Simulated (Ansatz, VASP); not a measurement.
**In2O in VASP and in Ansatz**

```
In O
1.0
     3.25523    0.00000    0.00000
    -1.62762    2.81911    0.00000
     0.00000    0.00000   14.22330
In O
4 2
Direct
  0.33333 0.66667 0.63730
  0.66667 0.33333 0.13730
  0.66667 0.33333 0.36270
  0.33333 0.66667 0.86270
  0.33333 0.66667 0.25000
  0.66667 0.33333 0.75000
```

Change from the starting cell: species swapped into the Re2C type (P6_3/mmc, No. 194).

Alike in both runs: functional PBE; k mesh 6 × 6 × 2; occupations gaussian, width 0.1 eV; no spin polarisation.

Ansatz relaxed the structure, and its values are those at the end. VASP's run is a single point on that final structure, the one shown.

|  | VASP | Ansatz |
| --- | --- | --- |
| version | VASP 6.6.1 | Ansatz 0.2.0 |
| potentials or method | VASP PAW PBE potentials, release 64 (In_d, O) | scalar-relativistic, plane waves, PAW |
| plane-wave cutoff (eV) | 520 | 420 |
| valence electrons in the cell | 64 | 64 |

```tsv
	VASP	Ansatz	Ansatz less VASP
gap on the k mesh at the Fermi level (eV)	none	none	-
pressure (GPa)	0.0	0.0	-0.01
rms of the force components (eV/Å)	0.015	0.005	-0.0096
```

A gap of «none» marks a metal or a gap that the smearing closes.

Caveats: the k mesh is coarse (spacing up to 0.37 Å⁻¹), so the values aren't converged.
